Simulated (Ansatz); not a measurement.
Sb:

```xyz
2
Lattice="3.1224 0.0000 0.0000 0.0000 4.3475 0.0000 -0.0389 0.0000 4.4059" Properties=species:S:1:pos:R:3 pbc="T T T"
Sb    0.0262    1.0869    1.0625
Sb    3.0573    3.2606    3.3433
```

This isn't the form of Sb at room conditions, which is rhombohedral.

```yaml
Program: Ansatz 0.2.0
Task: relaxation of cell and atoms
Functional: PBEsol0
Potentials_or_basis: Ansatz PAW
Cutoff: "420 eV (not typed: the program's choice for these potentials)"
k_mesh: 5 × 3 × 3
Occupations: fermi-dirac, width 0.05 eV
Spin: no spin polarisation
```

At the start: volume 29.90 Å³/atom.

Problem. Where does the relaxation end?

Solution. It ends after 9 steps and the volume is 29.05 Å³/atom (-2.8 %); space group P2_1/m (No. 11, to 0.05 Å).

Step by step:
```tsv
step	energy change (eV)	largest force (eV/Å)	volume (Å³)
1	0.0000	0.2448	59.81
2	-0.0231	0.0899	55.78
3	-0.0618	0.2050	57.21
4	-0.0748	0.1343	57.99
5	-0.0764	0.1954	58.47
6	-0.0806	0.0027	58.21
7	-0.0806	0.0049	58.07
8	-0.0807	0.0006	58.11
9	-0.0803	0.0005	58.11
```

Final structure:
```
CELL_PARAMETERS angstrom
3.17442 0.00000 -0.07240
0.00000 4.15685 0.00000
-0.14173 0.00000 4.40665
ATOMIC_POSITIONS crystal
Sb 0.00684 0.25000 0.21974
Sb 0.99316 0.75000 0.78026
```

Caveat: the k mesh is coarse (spacing up to 0.48 Å⁻¹), so the values aren't converged, least of all with exact exchange; the plane-wave basis is chosen anew once the cell has moved, so the energies of steps on either side of that aren't comparable; the PAW data sets come from PBE, with cores solved anew for the run's functional, which leaves a small shift of forces and pressure.
